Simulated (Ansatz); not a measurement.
Consider the formal exchange of groups at the Si–C bond: `F[SiH2]C[SiH2]F` + `NC(N)=O` → `NC(=O)[SiH2]F` + `NC[SiH2]F`.

Gas-phase electronic energies from Ansatz, PBE0-D4/def2-TZVP geometries. CCSD(T)/CBS adds triple-zeta CCSD(T) − MP2 to the extrapolated MP2 energy (def2 sets, frozen cores). Functionals use def2-TZVPP. B3LYP here is the variant with VWN-RPA as its local correlation; programs differ in this. Each species was taken in one conformer, which may not be the lowest.

`F[SiH2]C[SiH2]F`:

Z-matrix (Å, degrees):
```
Si
C 1 1.856
F 1 1.602 2 109.0
H 1 1.483 2 111.2 3 -118.3
H 1 1.483 2 111.2 3 118.3
Si 2 1.856 1 116.7 3 179.8
H 2 1.097 1 108.1 3 57.8
H 2 1.096 1 108.1 3 -58.2
F 6 1.602 2 109.0 1 179.9
H 6 1.483 2 111.2 1 61.5
H 6 1.483 2 111.2 1 -61.8
```

`NC(N)=O`:

Cartesian coordinates in Å:
```
N 0.908 0.359 0.663
C 0.058 0.278 -0.417
N -0.965 -0.629 -0.259
O 0.199 0.946 -1.417
H 1.526 1.153 0.627
H 0.544 0.142 1.575
H -1.458 -0.828 -1.113
H -0.813 -1.422 0.341
```

`NC(=O)[SiH2]F`:

```xyz
9

N    -0.805    1.208    0.579
C    -0.619    0.263   -0.365
O    -1.341    0.120   -1.337
Si    0.835   -0.957   -0.242
F     1.698   -0.656    1.081
H    -1.582    1.847    0.497
H    -0.183    1.288    1.364
H     0.295   -2.331   -0.152
H     1.703   -0.782   -1.425
```

`NC[SiH2]F`:

Cartesian coordinates in Å:
```
N -0.592 0.553 -1.219
C -0.699 -0.218 0.018
Si 0.966 -0.033 0.848
F 1.088 -1.031 2.101
H -0.019 0.072 -1.899
H -1.496 0.713 -1.644
H -1.449 0.250 0.663
H -1.000 -1.269 -0.103
H 2.044 -0.386 -0.113
H 1.157 1.348 1.350
```

(1) Is it downhill or uphill in electronic energy at CCSD(T)/CBS, and by how much? (Best estimate.)

(2) What do these levels give: B3LYP-D4, CAM-B3LYP-D4, PBE0, RPA@PBE/def2-TZVPP, HF/def2-TZVPP, MP2/CBS(def2)? (Estimate.)

Largest T1 diagnostic among the species: 0.015.

Results:

(1) The calculation gave: Uphill: ΔE = +122.7 kJ/mol.

(2) The calculation gave: B3LYP-D4 117.9, CAM-B3LYP-D4 123.3, PBE0 127.0, RPA@PBE/def2-TZVPP 114.7, HF/def2-TZVPP 138.8, MP2/CBS(def2) 127.5 kJ/mol.

From PBE to PBE0 (25 % exact exchange), in def2-TZVPP and without D4, ΔE moves by +12.0 kJ/mol. Leaving LDA and LC-ωPBE aside and taking each functional with its dispersion term where it has one, the values, not all of them listed here, spread over 29.4 kJ/mol, from BLYP-D4 to r2SCAN0-D4. LDA lies +10.2 kJ/mol from PBE without D4.
